# Binding, moments and pressure in five hcp metals: how do I read these results?

I am comparing LDA results for five metals, all in the hexagonal close-packed structure.

Hcp metals in fixed cells of two atoms, computed with Ansatz 0.2.0 (all-electron LAPW, scalar-relativistic LDA; basis error up to 1 meV/atom, Fermi-Dirac smearing 0.03 to 0.08 eV, k points times cell length 32 to 39 Å). Co and Ni are spin-polarised from a parallel start, the others have no spin. Free atoms are spherical and unpolarised; pressure is positive in compression.

| element | Z | group | period | cell | volume (Å³/atom) | shortest distance from M (Å) | energy less free atoms (eV/atom) | pressure (GPa) | cell moment (muB) | sphere moment of M (muB) |
| --- | --- | --- | --- | --- | --- | --- | --- | --- | --- | --- |
| Ti | 22 | 4 | 4 | Materials Project cell | 17.32 | 2.87 | -7.48 | -8.1 | 0.00 | 0.00 |
| Co | 27 | 9 | 4 | Materials Project cell | 10.64 | 2.47 | -9.42 | -14.4 | 3.14 | 1.61 |
| Ni | 28 | 10 | 4 | Materials Project cell | 10.57 | 2.45 | -8.24 | -10.8 | 1.25 | 0.65 |
| Cu | 29 | 11 | 4 | relaxed with PAW | 11.97 | 2.56 | -4.70 | -14.0 | 0.00 | 0.00 |
| Ru | 44 | 8 | 5 | relaxed with PAW | 13.77 | 2.66 | -10.70 | -16.4 | 0.00 | 0.00 |

1. Which metal is bound most strongly, and how many digits can I trust?
2. Every pressure is negative. Are the crystals stretched, and does that spoil the comparison?
3. Why does binding weaken from cobalt through nickel to copper?
4. Could I have guessed nickel's moment from cobalt's?
5. A d band near half filling should bind best. Why doesn't titanium beat cobalt?
6. What would change if the free atoms were allowed to have spin?

## Answer

### 1. Order and digits

Ruthenium is bound most strongly, at −10.70 eV per atom, and copper most weakly, at −4.70 eV. The basis error is at most 1 meV per atom, so it hardly touches the second decimal. For nickel, the larger electronic smearing lowers the energy by about 0.02 eV, which does touch it. Differences of a tenth of an eV between rows are therefore safe as results of this calculation.

They are not safe as heats of evaporation. The energies count from spherical atoms without spin, which lie higher than real atoms, and LDA usually binds too strongly as well. For cobalt the table gives more than twice the measured cohesive energy, which is roughly 4.4 eV as I recall it.

### 2. The negative pressures

Compression counts as positive here, so each crystal would shrink if its cell were released. The cells were taken over as they stood, and LDA prefers smaller ones. How far a cell is stretched depends on stiffness as well as on pressure: the volume strain is about $|P|/B$, with $P$ the pressure and $B$ the bulk modulus.

With rough recalled moduli of 140 GPa for copper and 310 GPa for ruthenium, copper is stretched by about 10% and ruthenium by about 5%. Yet ruthenium has the larger tension, because it is the stiffer metal. The elastic energy per atom is about $P^2V/(2B)$, with $V$ the volume per atom. It comes to a few hundredths of an eV in every row, so the stretching can't explain the large differences in binding.

### 3. From cobalt to copper

The d orbitals of neighbouring atoms combine into a band. Its lower states are bonding, with charge gathered between the atoms, and its upper states are antibonding. Late in a transition row, each further electron goes mostly into the upper part and undoes some of the bond.

The hydrogen molecule shows the same principle with two levels. Its two electrons fill the bonding orbital, and further electrons would have to enter the antibonding one. The comparison holds for the d electrons only: copper's d band is full, but its s and p electrons still hold the metal together.

The computed bands show this filling. In copper the d bands end about 1.5 eV below the Fermi level, the energy up to which states are filled. In cobalt the d bands of one spin are full, while those of the other spin still have empty states. Binding falls by 1.18 eV from cobalt to nickel and by another 3.54 eV to copper. Filling explains the direction of both steps, but not the full size of the second, as the answer to question 5 shows. Nickel and copper normally crystallise in the face-centred cubic structure, but that changes the energy far less than these steps.

### 4. Nickel's moment from cobalt's

Yes, because the moment counts the empty d states. When the majority-spin d band is full, all the holes are in the minority band, and each hole leaves one majority electron unpaired. The small spin polarisation of the s and p electrons is neglected.

- Cobalt's cell holds two atoms and 3.14 μB, so each atom has 1.57 μB and about 1.57 d holes.
- That leaves $10-1.57=8.43$ d electrons. Cobalt has 9 valence electrons, so 0.57 are of s and p character.
- Nickel has 10 valence electrons. If 0.57 again go to s and p, 9.43 are d electrons and 0.57 holes remain.

The estimate for nickel is thus 0.57 μB per atom, while the calculation gives 0.63 μB, half of its cell moment. The estimate is about 9% low. Cobalt supplied the input, so only nickel tests the argument. That the majority d band is full is well established for ordinary, face-centred cubic nickel, and I have assumed it for the hexagonal crystal too.

One more step to the right uses up the last holes. Copper was calculated without spin, so its zero moment is no test, but its d bands lying wholly below the Fermi level confirm that the shell is full. The working rule for this end of the row is that, until the holes run out, one more electron means about one hole and one μB less. Binding against atoms without spin weakens as well.

### 5. Titanium against cobalt

The expectation comes from Friedel's model. Take a d band of width $W$ with its ten states per atom spread evenly in energy. Fill it from the bottom with $N$ electrons, and add up their energies relative to the band centre:

$$E_d=-\frac{W}{20}\,N(10-N).$$

The bond is strongest at half filling and vanishes for an empty or a full band. With the same 0.57 s and p electrons as in cobalt, titanium has about 3.4 d electrons. For equal widths, cobalt should then have only 0.59 times titanium's d bond energy. In the table it has 1.26 times titanium's total binding.

So the model orders cobalt, nickel and copper correctly but fails across the row. It also puts the larger drop between cobalt and nickel, whereas the calculation has it between nickel and copper. To produce that second drop by filling alone, nickel's d band would have to be about 13 eV wide, while cobalt's spans only about 5 eV.

Unequal widths don't rescue the model, because d bands narrow towards the end of the row, which weakens cobalt's bond further. A likelier cause is the move of s electrons into d orbitals when the atom enters the metal. The d level sinks along the row, so cobalt and nickel should profit more from this move than titanium. Copper's atom already has a full d shell and can't profit, which would deepen the drop from nickel to copper.

This is expected, not computed here. It supposes that the reference atoms of titanium, cobalt and nickel have their usual two s electrons, which the output doesn't state. The bonding by s and p electrons, the magnetism of metallic cobalt and the error of LDA may contribute too. The order of titanium and cobalt also depends on the atoms chosen as reference, as the answer to question 6 shows.

Ruthenium fits the general idea better. Its d band is less full than cobalt's, and its 4d orbitals reach further and overlap more. Both should strengthen the bond, but a single 4d metal can't tell their shares apart.

### 6. Free atoms with spin

Every binding energy would become smaller in size. A real atom with an open shell lowers its energy by aligning its unpaired electrons, because, for given orbitals, electrons of equal spin avoid each other and repel less. The reference atoms used here were denied that gain, so they start too high and the fall into the metal looks too deep.

The correction differs from metal to metal. A free cobalt atom has three unpaired d electrons and a nickel atom two, while copper has a single unpaired s electron, whose spin energy is small. Among these three, the correction should therefore be largest for cobalt and smallest for copper. It would flatten the slope from cobalt to copper.

The measured cohesive energies look like that: roughly 4.4, 4.4 and 3.5 eV for cobalt, nickel and copper, as I recall them. The table exceeds them by about 5.0, 3.8 and 1.2 eV. These excesses also contain the error of LDA and the energy that real open shells gain by not being spherical, so they are not pure spin energies, but they fall in the order that the atoms suggest.

The same correction works against cobalt in its contest with titanium, whose atom has only two unpaired electrons. Measured cohesion does put titanium first, at roughly 4.9 eV. How much of the reversal is due to the atoms and how much to LDA can't be separated with these energies.

For practical use, keep two quantities apart. Binding against atoms without spin suits a comparison with simple band models, which leave out the spin of the atoms too. The energy needed to evaporate the metal is smaller, because the departing atoms recover their spin energy.
